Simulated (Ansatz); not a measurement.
Crystal: MnS.

```
Mn S
1.0
     1.83000    1.05655    2.97092
    -1.83000    1.05655    2.97092
     0.00000   -2.11310    2.97092
Mn S
1 1
Direct
  0.00000 0.00000 0.00000
  0.50000 0.50000 0.50000
```

The cell is a database's computed one.

Base run:

- Program: Ansatz 0.2.0
- Functional: PBE
- Potentials or basis: Ansatz PAW
- Cutoff: 420 eV (not typed: the program's choice for these potentials)
- k mesh: 8 × 8 × 8
- Occupations: fermi-dirac, width 0.05 eV
- Spin: collinear spin, ferromagnetic start
- Starting moments: [8.0, 0.0] μB
- Fixed moment: 8 μB

Its results: pressure 42.7 GPa; site moments Mn +4.88; S +1.50 μB.

Problem. The run is repeated on the same cell with these changes: fixed moment from 8 μB to 5 μB; moments at the start from [8.0, 0.0] to [5.0, 0.0]. What comes out?

Solution. Pressure 3.2 GPa; site moments Mn +4.34; S +0.23 μB.

Caveats: the total moment is fixed, so each spin has its own Fermi level; a cell with one magnetic atom can't hold antiferromagnetic order, which such compounds often take; the thresholds are loose for stress; a pressure of tens of GPa on the cell as given is suspect, and the run, the potentials or the cell itself is likely at fault (some runs).
